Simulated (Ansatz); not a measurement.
A crystal relaxed with r2SCAN in the plane-wave code Ansatz has space group F-43m (No. 216) and a = 5.665 Å.

```json
{"atom": "Zn", "site": "4a", "x": "0.0000", "y": "0.0000", "z": "0.0000"}
{"atom": "Xx", "site": "4d", "x": "0.2500", "y": "0.2500", "z": "0.7500"}
```

r2SCAN gives a direct gap of 1.87 eV at Γ. HSE06 gives a direct gap of 2.42 eV at Γ. Meshes: r2SCAN 8×8×8, HSE06 6×6×6. r2SCAN's ε∞ is 6.4 in all directions.

Task: Which element is Xx?
A. Se
B. O
C. Te
D. S

Result: A. Xx is Se: ZnSe (started from an entry of an open crystallographic database). Zn has 4 Se at 2.45 Å; Se has 4 Zn at 2.45 Å.

The values are computed, spin-unpolarised, and not measurements.

Spin-orbit coupling is left out.

The meshes of the hybrids are coarse, so their gaps aren't converged to the digits shown.
